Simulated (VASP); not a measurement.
Runs of VASP 6.6.1 on La2O3. Symmetry: P-3m1, No. 164, trigonal system. Conventional cell: a = 3.904 Å, b = 3.904 Å, c = 6.032 Å, α = 90.00°, β = 90.00°, γ = 120.00°. Around La (site symmetry 3m) lie 7 O at 2.35 to 2.70 Å. O (site symmetry 3m) is surrounded by 4 La at 2.35 to 2.42 Å. O (site symmetry -3m) is surrounded by 6 La at 2.70 Å. The cell is a database's computed one.

```csv
level,potentials or basis,k mesh,cutoff (eV),smearing,gap on the mesh (eV),pressure (GPa),largest force (eV/Å)
PBEsol,"VASP PAW PBE potentials, release 64 (La, O)",9 × 9 × 4,700,gaussian 0.02 eV,3.80,0.1,-
r2SCAN,"VASP PAW PBE potentials, release 64 (La, O)",9 × 9 × 4,520,gaussian 0.02 eV,4.26,3.8,0.12
PBEsol,"VASP PAW PBE potentials, release 64 (La, O)",9 × 9 × 4,520,gaussian 0.5 eV,3.80,0.1,-
PBEsol,"VASP PAW PBE potentials, release 64 (La, O)",12 × 12 × 6,520,gaussian 0.02 eV,(a),0.1,-
PBEsol,"VASP PAW PBE potentials, release 64 (La, O_h)",9 × 9 × 4,900,gaussian 0.02 eV,3.80,(b),0.01
```

Alike in all rows: task single point; no spin polarisation; cell as given.

Problem. Estimate the missing entries.

Solution. (a) 3.78; (b) -0.2.

Caveats: the PAW data sets were made with another functional, which shifts forces and pressure a little; spin-orbit coupling is left out, which moves the levels of the heavy elements; an odd mesh through Γ misses points on the zone boundary, where band edges often lie (some runs); the cutoff is under 1.25 times the usual one of these potentials, so pressure, stress and relaxed cells hold a basis-set (Pulay) error (some runs).

A k mesh can miss the band edges, and the runs leave out spin-orbit coupling on La.

Not every run made on this cell is shown here.
